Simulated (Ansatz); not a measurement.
This Ansatz 0.2.0 run on Eu needs a look.

The input input.yaml:

```yaml
crystal:
  lattice:
    - [-2.303, 2.303, 2.303]
    - [2.303, -2.303, 2.303]
    - [2.303, 2.303, -2.303]
  atoms:
    - { symbol: Eu, position: [0.0, 0.0, 0.0] }
hamiltonian:
  xc: pbesol
  pseudopotentials: { kind: paw }
kpoints:
  mp_grids: { grid: [8, 8, 8] }
scf:
  occupations: { method: fermi_dirac, width: 0.05 }
  max_iter: 80
output:
  forces: true
  stress: true
  eigenvalues: true
```

Potentials or basis: Ansatz PAW.

The run is started by

```bash
$ ansatz run input.yaml --threads 2 --pin off --max-ram 5632MiB --backend cpu --events-out ev --progress --plain --runs-dir out
```

Output:

```text
Error: YAML parse error: error: line 12 column 3: unknown field `mp_grids`, expected one of mp_grid, list, band_path, initial_grid, further_shifts
  --> <input>:12:3
   |
10 |   pseudopotentials: { kind: paw }
11 | kpoints:
12 |   mp_grids: { grid: [8, 8, 8] }
   |   ^ unknown field `mp_grids`, expected one of mp_grid, list, band_path, initial_grid, further_shifts
13 | scf:
14 |   occupations: { method: fermi_dirac, width: 0.05 }
   |
```

Q: How did it end, and where is the flaw?

A: The program refused the input. The input holds a flaw that was put in on purpose: a misspelt key (kpoints.mp_grid = mp_grids).

A sound run on the same cell differs in these lines of the main input:
```diff
@@ -12 +12 @@
-  mp_grids: { grid: [8, 8, 8] }
+  mp_grid: { grid: [8, 8, 8] }
@@ -15 +14,0 @@
-  max_iter: 80
```
